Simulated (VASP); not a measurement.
# MoS2 in VASP 6.6.1, single-point calculation

INCAR

```
ISMEAR = -1
IBRION = -1
EDIFF = 1E-7
LASPH = .TRUE.
LWAVE = .FALSE.
PREC = Accurate
SIGMA = 0.02
GGA = PE
NBANDS = 20
NELM = 120
LREAL = Auto
NSW = 0
ISIF = 2
ENCUT = 520
LCHARG = .FALSE.
```

KPOINTS

```
KPOINTS created by Atomic Simulation Environment
0
Gamma
12 12 4
0 0 0
```

POSCAR

```
Mo S
 1.0000000000000000
     3.1709589632062558    0.0000000000000000    0.0000000000000000
    -1.5854794816031279    2.7461310164945827    0.0000000000000000
     0.0000000000000000    0.0000000000000000    6.7609815495000003
 Mo  S
   1   2
Cartesian
  0.0000000000000000 -0.0000000000000001  0.0000000000000000
 -0.0000000000000001  1.8307540109963885  1.5556130467440670
 -0.0000000000000001  1.8307540109963885  5.2053685027559347
```

The recommended PBE PAW datasets give the neutral cell 26 valence electrons.

Command

```
mpirun -np 1 vasp_std
```

OSZICAR

```
N       E                     dE             d eps       ncg     rms          rms(c)
DAV:   1     0.185309032968E+03    0.18531E+03   -0.13258E+04  2304   0.121E+03
DAV:   2    -0.156798217598E+02   -0.20099E+03   -0.19537E+03  2764   0.313E+02
DAV:   3    -0.232187334343E+02   -0.75389E+01   -0.74670E+01  2824   0.571E+01
DAV:   4    -0.233130440541E+02   -0.94311E-01   -0.94246E-01  2780   0.673E+00
DAV:   5    -0.233147781322E+02   -0.17341E-02   -0.17340E-02  2940   0.874E-01    0.242E+01
DAV:   6    -0.222164287117E+02    0.10983E+01   -0.10725E+01  2440   0.197E+01    0.893E+00
DAV:   7    -0.219325227204E+02    0.28391E+00   -0.39701E+00  2356   0.114E+01    0.590E+00
DAV:   8    -0.218246938622E+02    0.10783E+00   -0.55213E-01  2588   0.457E+00    0.168E+00
DAV:   9    -0.218258574051E+02   -0.11635E-02   -0.23559E-02  2632   0.935E-01    0.629E-01
DAV:  10    -0.218248600023E+02    0.99740E-03   -0.91935E-03  2580   0.639E-01    0.118E-01
DAV:  11    -0.218249225339E+02   -0.62532E-04   -0.59628E-04  2636   0.169E-01    0.653E-02
DAV:  12    -0.218249241500E+02   -0.16161E-05   -0.71515E-05  2640   0.531E-02    0.232E-02
DAV:  13    -0.218249606444E+02   -0.36494E-04   -0.52555E-05  2456   0.383E-02    0.167E-02
DAV:  14    -0.218249619048E+02   -0.12604E-05   -0.32722E-06  3064   0.108E-02    0.731E-03
DAV:  15    -0.218249624555E+02   -0.55066E-06   -0.93335E-07  2480   0.609E-03    0.337E-03
DAV:  16    -0.218249624635E+02   -0.80390E-08   -0.21430E-07  2384   0.309E-03
   1 F= -.21824962E+02 E0= -.21824962E+02  d E =-.376532E-12
```

Standard output (part)

```
POSCAR found type information on POSCAR MoS
 POSCAR found :  2 types and       3 ions
|     You have a (more or less) 'small supercell' and for smaller cells       |
|     it is recommended to use the reciprocal-space projection scheme!        |
|     The real-space optimization is not efficient for small cells and it     |
|     is also less accurate ...                                               |
|     Therefore, set LREAL=.FALSE. in the INCAR file.                         |
 LDA part: xc-table for (Slater+PW92), standard interpolation
 POSCAR, INCAR and KPOINTS ok, starting setup
 WAVECAR not read
 entering main loop
```

From OUTCAR

```
k-points           NKPTS =     57   k-points in BZ     NKDIM =     57   number of bands    NBANDS=     20

   NELECT =      26.0000    total number of electrons

   dimension x,y,z NGX =    24 NGY =   24 NGZ =   50
   dimension x,y,z NGXF=    48 NGYF=   48 NGZF=  100

  energy-cutoff  :      520.00
  volume of cell :       58.87
      direct lattice vectors                 reciprocal lattice vectors
     3.170958963  0.000000000  0.000000000     0.315362012  0.182074343  0.000000000
    -1.585479482  2.746131016  0.000000000     0.000000000  0.364148686  0.000000000
     0.000000000  0.000000000  6.760981550     0.000000000  0.000000000  0.147907518

 k-points in reciprocal lattice and weights: KPOINTS created by Atomic Simulation Env
   0.00000000  0.00000000  0.00000000       0.002
   0.08333333  0.00000000  0.00000000       0.010
   0.16666667  0.00000000  0.00000000       0.010
   0.25000000  0.00000000  0.00000000       0.010
   0.33333333  0.00000000  0.00000000       0.010
   0.41666667  0.00000000  0.00000000       0.010
   0.50000000  0.00000000  0.00000000       0.005
   0.08333333  0.08333333  0.00000000       0.010
   ...

 E-fermi :   6.5735

 k-point     1 :       0.0000    0.0000    0.0000
  band No.  band energies     occupation
      1     -55.1524      2.00000
      2     -29.3046      2.00000
      3     -29.0861      2.00000
      4     -29.0861      2.00000
      5      -8.4901      2.00000
      6      -7.0463      2.00000
      7      -0.2276      2.00000
      8       3.0503      2.00000
      9       3.0503      2.00000
     10       4.1829      2.00000
     11       4.1829      2.00000
     12       4.5932      2.00000
     13       5.3297      2.00000
     14       8.5143      0.00000
     15       8.5143      0.00000
     16       8.7157      0.00000
     17       8.7157      0.00000
     18      11.7940      0.00000
     19      13.5618      0.00000
     20      14.9671      0.00000

 k-point     2 :       0.0833    0.0000    0.0000
  band No.  band energies     occupation
      1     -55.1498      2.00000
      2     -29.2994      2.00000
      3     -29.1127      2.00000
      4     -29.0921      2.00000
      5      -8.3859      2.00000
      6      -7.0057      2.00000
      7      -0.1094      2.00000
      8       2.8175      2.00000
      9       3.1588      2.00000
     10       3.6584      2.00000
     11       4.0179      2.00000
     12       4.9399      2.00000
     13       5.3151      2.00000
     14       8.3819      0.00000
     15       8.4140      0.00000
     16       8.5970      0.00000
     17       8.6994      0.00000
     18      12.2722      0.00000
     19      13.7149      0.00000
     20      15.4408      0.00000

 k-point     3 :       0.1667    0.0000    0.0000
  band No.  band energies     occupation
      1     -55.1426      2.00000
      2     -29.2851      2.00000
      3     -29.1850      2.00000
      4     -29.1086      2.00000
      5      -8.0895      2.00000
      6      -6.8904      2.00000
      7       0.1940      2.00000
      8       2.2766      2.00000
      9       2.9362      2.00000
     10       3.4609      2.00000
     11       3.6293      2.00000
     12       5.0265      2.00000
     13       5.1860      2.00000
     14       7.8248      0.00000
     15       8.3226      0.00000
     16       8.4630      0.00000
     17       9.1257      0.00000
     18      13.0997      0.00000
     19      14.2664      0.00000
     20      15.5810      0.00000

 ...

  Total        0.6313154      0.6313154      1.0775651     -0.0000000     -0.0000000      0.0000000
  in kB       17.1804822     17.1804822     29.3246267     -0.0000000     -0.0000000      0.0000000
  external PRESSURE =      21.2285304 kB  Pullay stress =       0.0000000 kB

 POSITION                                       TOTAL-FORCE (eV/Angst)
 -----------------------------------------------------------------------------------
      0.00000      0.00000      0.00000         0.000000     -0.000000      0.000000
      0.00000      1.83075      1.55561         0.000000      0.000000      0.123532
      0.00000      1.83075      5.20537        -0.000000      0.000000     -0.123532
 -----------------------------------------------------------------------------------
    total drift:                               -0.000000      0.000000     -0.000000

  FREE ENERGIE OF THE ION-ELECTRON SYSTEM (eV)
  ---------------------------------------------------
  free  energy   TOTEN  =       -21.8249624635 eV

  energy  without entropy=      -21.8249624635  energy(sigma->0) =      -21.82496246
```

It converged. Results: gap between bands v and c on the k mesh 1.25 eV; least direct gap on the k mesh 1.68 eV; pressure 2.1 GPa; largest force 0.12 eV/Å. Band v is the last that the valence electrons fill when counted band by band, and c is the next.

For comparison, a separate PBE run of the intended cell, on usual settings and not on those above, gives a gap of 1.25 eV on its mesh and a pressure of 2.1 GPa.

The run above took about 84 s on one core of a shared host (Intel Xeon Platinum 8488C) and held 0.18 GiB at most.
